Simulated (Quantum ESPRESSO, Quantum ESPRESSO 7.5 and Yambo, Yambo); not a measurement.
# A GW chain in Yambo: SiC (P6_3mc)

Aim: the G0W0 gap of SiC (P6_3mc) on PBE, step by step.

Program: Quantum ESPRESSO 7.5 and Yambo 5.3.0. Level of theory: PBE and many-body steps on it, plane waves. Results are calculated unless marked as measured.

**What was measured.**

- Gap 3 eV: optical absorption onset, approximate; UV-Vis-NIR transmission; bulk crystal (400 micron semi-insulating 6H-SiC wafer) (“Effects of energetic ion irradiation on WSe2/SiC heterostructures”, 2017, pmc:5482891).

- Gap 3.02 eV: band gap at cryogenic temperature; bulk crystal (literature value) (quoted in “Silicon carbide diodes for neutron detection”, 2020, arxiv:2009.14696).

- Gap 3.03 eV: indirect gap, experimental literature value; quoted from earlier experiment; bulk crystal (quoted in “Charge spill-out and work function of few-layer graphene on SiC(0001)”, 2018, arxiv:1806.04908).

**1. Set-up**

Symmetry: P6_3mc, No. 186, hexagonal system. Conventional cell: a = 3.077 Å, b = 3.077 Å, c = 15.098 Å, α = 90.00°, β = 90.00°, γ = 120.00°. Nearest to Si lie 4 C at 1.88 to 1.89 Å. Nearest to Si lie 4 C at 1.89 Å. Nearest to C lie 4 Si at 1.88 to 1.89 Å. C has 4 Si at 1.88 to 1.89 Å nearest. Nearest to C lie 4 Si at 1.89 Å. Farther neighbours are not listed.

Coordinates:

```cif
data_structure
_symmetry_space_group_name_H-M 'P6_3mc'
_symmetry_Int_Tables_number 186
_cell_length_a 3.0766
_cell_length_b 3.0766
_cell_length_c 15.0981
_cell_angle_alpha 90.000
_cell_angle_beta 90.000
_cell_angle_gamma 120.000
_cell_volume 123.77
loop_
_atom_site_label
_atom_site_type_symbol
_atom_site_symmetry_multiplicity
_atom_site_Wyckoff_symbol
_atom_site_fract_x
_atom_site_fract_y
_atom_site_fract_z
_atom_site_occupancy
Si1 Si 2 b 0.33333 0.66667 0.83299 1
Si2 Si 2 b 0.66667 0.33333 0.66650 1
Si3 Si 2 a 0.00000 0.00000 0.49973 1
C1 C 2 a 0.00000 0.00000 0.87437 1
C2 C 2 b 0.33333 0.66667 0.70800 1
C3 C 2 b 0.66667 0.33333 0.54152 1
```

The cell and positions are those that the Materials Project relaxed with its own functionals (PBE, PBE+U or r2SCAN), kept fixed.

**2. Ground state**

This step: Quantum ESPRESSO 7.5; DFT, PBE, plane waves, norm-conserving pseudopotentials.

The ground-state density comes first.

Contents of pw.in:

```
&control
  calculation = 'scf'
  prefix = 'x'
  outdir = 'o'
  pseudo_dir = 'pseudo'
/
&system
  ibrav = 0
  nat = 12
  ntyp = 2
  ecutwfc = 74.0
  nbnd = 34
  force_symmorphic = .true.
/
&electrons
  conv_thr = 1e-10
  electron_maxstep = 80
  mixing_beta = 0.5
/
ATOMIC_SPECIES
  Si 28.085 Si.upf
  C 12.011 C.upf
CELL_PARAMETERS angstrom
  3.0766210102 -0.0000000000 0.0000000000
  -1.5383105051 2.6644319527 0.0000000000
  0.0000000000 0.0000000000 15.0980843200
ATOMIC_POSITIONS crystal
  Si 0.3333333333 0.6666666667 0.8329861500
  Si 0.6666666667 0.3333333333 0.3329861500
  Si 0.6666666667 0.3333333333 0.6665006000
  Si 0.3333333333 0.6666666667 0.1665006000
  Si 0.0000000000 0.0000000000 0.4997294200
  Si 0.0000000000 0.0000000000 0.9997294200
  C 0.0000000000 0.0000000000 0.8743664100
  C 0.0000000000 0.0000000000 0.3743664100
  C 0.3333333333 0.6666666667 0.7079967800
  C 0.6666666667 0.3333333333 0.2079967800
  C 0.6666666667 0.3333333333 0.5415216400
  C 0.3333333333 0.6666666667 0.0415216400
K_POINTS automatic
  6 6 2 0 0 0
```

Run with:

```console
OMP_NUM_THREADS=1 mpirun -n 4 pw.x -nk 4 -in pw.in > pw.out
```

Output:

```text
Program PWSCF v.7.5 starts

     This program is part of the open-source Quantum ESPRESSO suite
     for quantum simulation of materials; please cite
         "P. Giannozzi et al., J. Phys.:Condens. Matter 21 395502 (2009);
         "P. Giannozzi et al., J. Phys.:Condens. Matter 29 465901 (2017);
         "P. Giannozzi et al., J. Chem. Phys. 152 154105 (2020);
     in publications or presentations arising from this work. More details at
     Message from routine setup:
     using ibrav=0 with symmetry is DISCOURAGED, use correct ibrav instead

     G-vector sticks info

     bravais-lattice index     =            0
     lattice parameter (alat)  =       5.8140  a.u.
     unit-cell volume          =     835.2127 (a.u.)^3
     number of atoms/cell      =           12
     number of atomic types    =            2
     number of electrons       =        48.00
     number of Kohn-Sham states=           34
     kinetic-energy cutoff     =      74.0000  Ry
     charge density cutoff     =     296.0000  Ry
     scf convergence threshold =      1.0E-10
     mixing beta               =       0.5000
     number of iterations used =            8  plain     mixing
     Exchange-correlation= PBE
                           (   1   4   3   4   0   0   0)

     celldm(1)=   5.813971  celldm(2)=   0.000000  celldm(3)=   0.000000
     celldm(4)=   0.000000  celldm(5)=   0.000000  celldm(6)=   0.000000

     crystal axes: (cart. coord. in units of alat)
               a(1) = (   1.000000  -0.000000   0.000000 )
               a(2) = (  -0.500000   0.866025   0.000000 )
               a(3) = (   0.000000   0.000000   4.907359 )

     reciprocal axes: (cart. coord. in units 2 pi/alat)
               b(1) = (  1.000000  0.577350 -0.000000 )
               b(2) = (  0.000000  1.154701 -0.000000 )
               b(3) = ( -0.000000 -0.000000  0.203776 )
     Pseudo is Norm-conserving + core correction, Zval =  4.0
     Generated using ONCVPSP code by D. R. Hamann
     Using radial grid of 1510 points,  6 beta functions with:
     Pseudo is Norm-conserving + core correction, Zval =  4.0
     Generated using ONCVPSP code by D. R. Hamann
     Using radial grid of 1248 points,  4 beta functions with:
     Si                4.00    28.08500     Si( 1.00)
     C                 4.00    12.01100     C ( 1.00)

      6 Sym. Ops. (no inversion) found

   Cartesian axes

     site n.     atom                  positions (alat units)
         1        Si     tau(   1) = (  -0.0000000   0.5773503   4.0877622  )
         2        Si     tau(   2) = (   0.5000000   0.2886751   1.6340826  )
         3        Si     tau(   3) = (   0.5000000   0.2886751   3.2707578  )
         4        Si     tau(   4) = (  -0.0000000   0.5773503   0.8170782  )
         5        Si     tau(   5) = (   0.0000000   0.0000000   2.4523518  )
         6        Si     tau(   6) = (   0.0000000   0.0000000   4.9060313  )
         7        C      tau(   7) = (   0.0000000   0.0000000   4.2908300  )
         8        C      tau(   8) = (   0.0000000   0.0000000   1.8371504  )
         9        C      tau(   9) = (  -0.0000000   0.5773503   3.4743945  )
        10        C      tau(  10) = (   0.5000000   0.2886751   1.0207149  )
        11        C      tau(  11) = (   0.5000000   0.2886751   2.6574412  )
        12        C      tau(  12) = (  -0.0000000   0.5773503   0.2037616  )

     number of k points=    14
                       cart. coord. in units 2pi/alat
        k(    1) = (   0.0000000   0.0000000   0.0000000), wk =   0.0277778
        k(    2) = (   0.0000000   0.0000000  -0.1018878), wk =   0.0277778
        k(    3) = (   0.0000000   0.1924501   0.0000000), wk =   0.1666667
        k(    4) = (   0.0000000   0.1924501  -0.1018878), wk =   0.1666667
        k(    5) = (   0.0000000   0.3849002   0.0000000), wk =   0.1666667
        k(    6) = (   0.0000000   0.3849002  -0.1018878), wk =   0.1666667
        k(    7) = (   0.0000000  -0.5773503   0.0000000), wk =   0.0833333
        k(    8) = (   0.0000000  -0.5773503  -0.1018878), wk =   0.0833333
        k(    9) = (   0.1666667   0.2886751   0.0000000), wk =   0.1666667
        k(   10) = (   0.1666667   0.2886751  -0.1018878), wk =   0.1666667
        k(   11) = (   0.1666667   0.4811252   0.0000000), wk =   0.3333333
        k(   12) = (   0.1666667   0.4811252  -0.1018878), wk =   0.3333333
        k(   13) = (   0.3333333   0.5773503   0.0000000), wk =   0.0555556
        k(   14) = (   0.3333333   0.5773503  -0.1018878), wk =   0.0555556

     Dense  grid:    71833 G-vectors     FFT dimensions: (  32,  32, 160)

     Initial potential from superposition of free atoms

     starting charge      47.9961, renormalised to      48.0000
     Starting wfcs are   48 randomized atomic wfcs

     per-process dynamical memory:    77.6 Mb

     Self-consistent Calculation

     iteration #  1     ecut=    74.00 Ry     beta= 0.50

     total energy              =    -122.61462581 Ry
     estimated scf accuracy    <       2.58459652 Ry

     iteration #  2     ecut=    74.00 Ry     beta= 0.50

     total energy              =    -123.22948681 Ry
     estimated scf accuracy    <       0.09988312 Ry

     iteration #  3     ecut=    74.00 Ry     beta= 0.50

     total energy              =    -123.23268329 Ry
     estimated scf accuracy    <       0.02270817 Ry

     iteration #  4     ecut=    74.00 Ry     beta= 0.50

     total energy              =    -123.23669704 Ry
     estimated scf accuracy    <       0.00904042 Ry

     iteration #  5     ecut=    74.00 Ry     beta= 0.50

     total energy              =    -123.23590171 Ry
     estimated scf accuracy    <       0.00222533 Ry

     iteration #  6     ecut=    74.00 Ry     beta= 0.50

     total energy              =    -123.23666023 Ry
     estimated scf accuracy    <       0.00007847 Ry

     iteration #  7     ecut=    74.00 Ry     beta= 0.50

     total energy              =    -123.23647623 Ry
     estimated scf accuracy    <       0.00052448 Ry

     iteration #  8     ecut=    74.00 Ry     beta= 0.50

     total energy              =    -123.23656790 Ry
     estimated scf accuracy    <       0.00000167 Ry

     iteration #  9     ecut=    74.00 Ry     beta= 0.50

     total energy              =    -123.23656983 Ry
     estimated scf accuracy    <       0.00000058 Ry

     iteration # 10     ecut=    74.00 Ry     beta= 0.50

     total energy              =    -123.23656979 Ry
     estimated scf accuracy    <       0.00000022 Ry

     iteration # 11     ecut=    74.00 Ry     beta= 0.50

     total energy              =    -123.23656981 Ry
     estimated scf accuracy    <       0.00000002 Ry

     iteration # 12     ecut=    74.00 Ry     beta= 0.50

     total energy              =    -123.23656982 Ry
     estimated scf accuracy    <       0.00000004 Ry

     iteration # 13     ecut=    74.00 Ry     beta= 0.50

     total energy              =    -123.23656982 Ry
     estimated scf accuracy    <          4.9E-10 Ry

     iteration # 14     ecut=    74.00 Ry     beta= 0.50

     total energy              =    -123.23656982 Ry
     estimated scf accuracy    <          1.1E-10 Ry

     iteration # 15     ecut=    74.00 Ry     beta= 0.50

     End of self-consistent calculation

          k = 0.0000 0.0000 0.0000 (  8941 PWs)   bands (ev):

    -5.9044  -5.3824  -5.3457  -3.8489  -3.8192  -2.3274   0.9710   3.3230
     3.3625   7.1497   7.1774   8.4354   8.4354   8.6224   8.6224   8.7318
     8.7318   9.2006   9.2006   9.2818   9.2818   9.5475   9.5842   9.5842
    14.7869  14.9569  15.3681  15.8789  15.9143  16.2795  16.5219  16.5223
    16.7547  16.9642

          k = 0.0000 0.0000-0.1019 (  8874 PWs)   bands (ev):

    -5.7685  -5.7685  -4.7062  -4.7062  -2.8729  -2.8729   1.7365   1.7365
     5.2333   5.2333   8.4947   8.4947   8.4947   8.4947   8.8163   8.8163
     8.9453   8.9453   8.9453   8.9453   9.4882   9.4882   9.4882   9.4882
    14.8537  14.8537  15.6001  15.6001  16.2727  16.2727  16.6157  16.6157
    16.6158  16.6158

          k = 0.0000 0.1925 0.0000 (  8928 PWs)   bands (ev):

    -5.4237  -4.9094  -4.8708  -3.4012  -3.3707  -1.9297   1.4053   3.5971
     3.6364   6.2563   6.4079   6.5068   7.0185   7.0724   7.6872   7.8061
     7.9520   8.0005   8.0544   8.2552   8.8188   8.8594   9.2427   9.3480
    14.3228  14.7073  14.8010  15.4838  15.9690  16.3919  16.7494  16.8808
    17.0977  17.2331

          k = 0.0000 0.1925-0.1019 (  8952 PWs)   bands (ev):

     [... further k-points ...]

     highest occupied, lowest unoccupied level (ev):     9.5842   11.6109

!    total energy              =    -123.23656982 Ry
     estimated scf accuracy    <          4.3E-11 Ry

     The total energy is the sum of the following terms:
     one-electron contribution =      33.74328285 Ry
     hartree contribution      =      14.05792536 Ry
     xc contribution           =     -45.38096250 Ry
     ewald contribution        =    -125.65681554 Ry

     convergence has been achieved in  15 iterations

     XML data file, charge density, pseudopotentials, collected wavefunctions

=------------------------------------------------------------------------------=
   JOB DONE.
=------------------------------------------------------------------------------=
```

Elapsed: 36 s, on 4 MPI ranks of Arm Neoverse V1, shared host; peak memory 0.52 GiB.

Numbers from this step:

- total energy: -1676.7190 eV
- gap: 2.027 eV
- k of the valence top: 0, 0, 0
- k of the conduction bottom: 0, -0.5, 0
- least direct gap: 3.130 eV

The gap is indirect, with the least direct gap 1.10 eV higher.

(Part 1 of 3 ends here.)

[Paths, hosts, dates, memory and timing lines, banners, echoed tables and standing remarks are left out of the program output.]

[Logs are printed without paths, hosts, clocks, repeated set-up lines and the standing remarks that a program may print on its own settings, such as how far it seeks lower states.]

[Runs of the session that timed out or met a known fault of the program may be left out.]

[Hosts, paths, dates, database ids (printed as entryN), source tags and the programs' standing remarks are cut or masked in the printed files.]
